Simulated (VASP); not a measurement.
Input of a VASP 6.6.1 run:

File INCAR:

```
PREC = Accurate
ENCUT = 420
EDIFF = 1E-5
ISMEAR = 0
SIGMA = 0.01
LREAL = Auto
LASPH = True
NELM = 100
ALGO = Fast
ISIF = 2
LWAVE = False
LCHARG = False
ISPIN = 2
MAGMOM = 0.32 0 0.32 0 0.32 0 0 0 0 0 0 0 0 0 0 0 0 0 0 0 0 0 0 0 0 0 0 0 0 0 0 0 0 0 0 0 0 0 0 0 0 0 0 0 0 0 0 0 0 0 0 0 0 0 0 0 0 0 0 0 0 0 0 0 0 0.32 0 0 0 0 0 0 0 0 0 0 0 0 0 0 0 0 0 0 0 0 0 0 0 0 0 0 0 0 0 0 0 0 0 0 0 0 0 0 0 0 0 0 0 0 0 0 0 0 0 0 0 0 0 0 0 0 0 0 0 0 0 0 0 0 0 0 0 0 0 0 0 0 0 0 0 0 0 0 0 0 0 0 0 0 0 0 0 0 0 0 0 0 0 0 0 0 0 0.32 0 0 0 0 0 0 0 0 0 0 0 0 0 0 0 0 0 0 0 0 0 0 0 0 0 0 0 0 0 0 0 0 0 0.32 0 0 0 0 0 0 0 0 0 0 0 0 0 0 0 0 0
LORBIT = 11
NUPDOWN = 2
GGA = PE
IBRION = 2
NSW = 40
EDIFFG = -0.01
ISYM = 0
NCORE = 4
```

The input KPOINTS:

```
regular mesh
0
Gamma
  1 1 1
```

POSCAR

```
SiC214
1.0
   10.7160000000      0.0000000000      0.0000000000
    0.0000000000     10.7160000000      0.0000000000
    0.0000000000      0.0000000000     10.7160000000
C Si
214 1
Direct
    0.0000000000      0.1666666667      0.1666666667
    0.0833333333      0.2500000000      0.2500000000
    0.1666666667      0.0000000000      0.1666666667
    0.2500000000      0.0833333333      0.2500000000
    0.1666666667      0.1666666667      0.0000000000
    0.2500000000      0.2500000000      0.0833333333
[... 207 lines left out ...]
    0.9166666667      0.9166666667      0.7500000000
    0.0416666667      0.0416666667      0.0416666667
```

Potentials or basis: VASP PAW PBE potentials, release 64 (C, Si).

The run is started by

```bash
$ cat potpaw_PBE.64/C/POTCAR potpaw_PBE.64/Si/POTCAR > POTCAR
$ mpirun -np 8 vasp_gam > vasp.out
```

Question: What does it give for the energy gained by relaxing?

Answer: 5.2 meV/atom.

Step by step:
| step | energy change (eV) | largest force (eV/Å) | pressure (GPa) |
| --- | --- | --- | --- |
| 1 | 0.0000 | 2.7674 | -1.25 |
| 2 | -0.2155 | 2.2708 | -0.67 |
| 3 | -0.7441 | 0.7660 | -1.01 |
| 4 | -0.9787 | 0.4900 | -0.91 |
| 5 | -0.9945 | 0.3499 | -0.94 |
| 6 | -1.0598 | 0.3453 | -0.93 |
| 7 | -1.0658 | 0.2618 | -0.94 |
| 8 | -1.0990 | 0.1538 | -0.94 |
| 9 | -1.0994 | 0.1406 | -0.94 |
| 10 | -1.1150 | 0.0837 | -0.94 |
| 11 | -1.1150 | 0.0850 | -0.94 |
| 12 | -1.1193 | 0.0555 | -0.93 |
| 13 | -1.1198 | 0.0421 | -0.93 |
| 14 | -1.1212 | 0.0233 | -0.93 |
| 15 | -1.1212 | 0.0223 | -0.93 |
| 16 | -1.1217 | 0.0134 | -0.93 |
| 17 | -1.1217 | 0.0102 | -0.93 |
| 18 | -1.1218 | 0.0085 | -0.93 |

Caveat: the cutoff is under 1.25 times the usual one of these potentials, so pressure, stress and relaxed cells hold a basis-set (Pulay) error; the total moment is fixed, so each spin has its own Fermi level.
